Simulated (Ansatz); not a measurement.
A crystal relaxed with r2SCAN in the PAW code Ansatz has space group Fm-3m (No. 225) and a = 5.691 Å.

```json
{"atom": "Xx", "site": "4a", "x": "0.0000", "y": "0.0000", "z": "0.0000"}
{"atom": "Li", "site": "8c", "x": "0.2500", "y": "0.7500", "z": "0.7500"}
```

The r2SCAN gap is indirect, 3.87 eV (Γ to X), below the direct gap of 4.96 eV at Γ. HSE06 gives an indirect gap of 4.34 eV, from Γ to X; the least direct gap is 5.34 eV at Γ. Meshes: r2SCAN 8×8×8, HSE06 6×6×6. r2SCAN's ε∞ is 3.6 in all directions.

Question: Which element is Xx?
A. O
B. Te
C. S
D. Se

Answer: C. Xx is S: Li2S (antifluorite). Around S lie 8 Li at 2.46 Å; around Li lie 4 S at 2.46 Å.

(Simulation; spin polarisation is off.)

The meshes of the hybrids are coarse, so their gaps aren't converged to the digits shown.
